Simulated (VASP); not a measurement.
# Mo: relaxation of the cell

Mo, Im-3m (no. 229), 1 atom in the cell. PBE; PAW potentials Mo (PBE set).

## Input

INCAR:
```
PREC = Accurate
ENCUT = 600
EDIFF = 1E-7
ISMEAR = 1
SIGMA = 0.1
LREAL = F
LASPH = T
ALGO = Normal
NELM = 100
ISIF = 3
LWAVE = F
LCHARG = F
IBRION = 2
NSW = 30
EDIFFG = -0.005
```

KPOINTS:
```
k-points
0
Gamma
  12 12 12
```

POSCAR:
```
Mo
1.0
   -1.5838089719      1.5838089719      1.5838089719
    1.5838089719     -1.5838089719      1.5838089719
    1.5838089719      1.5838089719     -1.5838089719
Mo
1
Direct
    0.0000000000      0.0000000000      0.0000000000
```

Commands:
```
cat potpaw_PBE.64/Mo/POTCAR > POTCAR
mpirun -np 1 vasp_std > vasp.out
```

## Result

- Volume (A^3): 15.626
- Pressure left (GPa): 0.03
- Ionic steps: 4
- SCF steps in all: 32

Ionic steps:

| Step | Energy (eV) | Volume (A^3/atom) | Pressure (GPa) | SCF steps |
|---|---|---|---|---|
| 1 | -10.96262 | 15.8916 | -4.38 | 13 |
| 2 | -10.93650 | 14.9134 | 14.00 | 8 |
| 3 | -10.96632 | 15.6308 | -0.06 | 8 |
| 4 | -10.96632 | 15.6256 | 0.03 | 3 |

VASP 6.6.1 took 19 s on 1 core (Intel Xeon Platinum 8488C (Sapphire Rapids)), a shared host.
